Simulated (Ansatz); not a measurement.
# MgO: elastic constants with PBEsol

**What was measured.**

From “Electronic structure of alkaline earth and post-transition metal oxides”, 2009, arxiv:0908.1581, for a bulk crystal of MgO: band gap 7.83 eV.

MgO:

```
Mg O
1.0
     0.00000    2.09700    2.09700
     2.09700    0.00000    2.09700
     2.09700    2.09700    0.00000
Mg O
1 1
Direct
  0.00000 0.00000 0.00000
  0.50000 0.50000 0.50000
```

The cell is a database's computed one.

| Property | Result |
| --- | --- |
| Program | Ansatz 0.2.0 |
| Task | elastic constants |
| Functional | PBEsol |
| Potentials or basis | all-electron LAPW, scalar-relativistic |
| Cutoff | 338 eV (chosen from the basis error) |
| Basis error allowed | 0.001 eV/atom |
| k mesh | 8 × 8 × 8 |
| Occupations | fermi-dirac, width 0.05 eV |
| Spin | no spin polarisation |

| Quantity | Value |
| --- | --- |
| Pressure | 2.4 GPa |
| Band gap on the k mesh | 4.76 eV, direct |
| Elastic constants C11, C12, C44 | 314, 94, 147 GPa |
| Voigt bulk modulus | 167 GPa |

Levels at points of the mesh, in eV from the valence-band top:
```csv
k point,band 6,band 7,band 8,band 9,band 10,band 11,band 12,band 13
"(0.00, 0.00, 0.00)",-17.26,0.00,0.00,0.00,4.76,15.71,15.71,15.71
"(0.00, 0.00, -0.50)",-15.88,-4.73,-0.68,-0.68,7.83,12.65,16.31,16.31
"(0.00, -0.50, -0.50)",-15.65,-4.17,-1.38,-1.38,8.95,10.02,13.10,19.04
```

Elastic tensor in Voigt notation (GPa, in the Cartesian axes of the cell as first typed):
```
314  94  94   0   0   0
 94 314  94   0   0   0
 94  94 314   0   0   0
  0   0   0 147   0   0
  0   0   0   0 147   0
  0   0   0   0   0 147
```

It took 22 s on 1 thread of Arm Neoverse V2, on a shared host, peak memory 0.33 GiB.

Measured gap of MgO: 7.83 eV (quoted in “Electronic structure of alkaline earth and post-transition metal oxides”, 2009, arxiv:0908.1581). This calculation gives 4.76 eV (-3.07 eV). The value is that of PBEsol, without temperature or zero-point motion. Semilocal functionals fall short of measured gaps as a rule. The cell is a database's relaxed one, not the measured one, which moves gaps too.
